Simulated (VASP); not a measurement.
Input of a VASP 6.6.1 run:

The input INCAR:

```
SYSTEM = ZnS
ALGO = Fast
EDIFF = 1E-6
EDIFFG = -0.02
ENCUT = 600
GGA = PE
IBRION = 2
ISIF = 3
ISMEAR = 0
LASPH = .True.
LCHARG = .False.
LREAL = .False.
LWAVE = .False.
NELM = 100
NSW = 70
PREC = Accurate
SIGMA = 0.02
```

File KPOINTS:

```
k-points
0
Gamma
  12 12 4
  0 0 0
```

Contents of POSCAR:

```
ZnS
1.0
    3.8453539351     -0.0000002913      0.0000000000
   -1.9226767153      3.3301743399      0.0000000000
    0.0000000000      0.0000000000      6.3138752517
Zn S
2 2
Direct
    0.3333333333      0.6666666667      0.0048474987
    0.6666666667      0.3333333333      0.5048474987
    0.3333333333      0.6666666667      0.3801525013
    0.6666666667      0.3333333333      0.8801525013
```

Potentials or basis: VASP PAW PBE potentials, release 64 (Zn, S).

Launch:

```console
$ cat potpaw_PBE.64/Zn/POTCAR potpaw_PBE.64/S/POTCAR > POTCAR
$ mpirun -np 1 vasp_std > vasp.out
```

Task: Estimate the relaxed volume.

Result: 20.21 Å³/atom.

Task: What does it give for the space group after relaxing (to 0.05 Å)?

Result: P6_3mc (No. 186).

Task: Predict the relaxed cell.

Result: a = 3.847 Å, b = 3.847 Å, c = 6.305 Å, α = 90.00°, β = 90.00°, γ = 120.00°.

The path:
| step | energy change (eV) | largest force (eV/Å) | pressure (GPa) | volume (Å³) |
| --- | --- | --- | --- | --- |
| 1 | 0.0000 | 0.0326 | -0.02 | 80.85 |
| 2 | -0.0002 | 0.0053 | 0.01 | 80.82 |
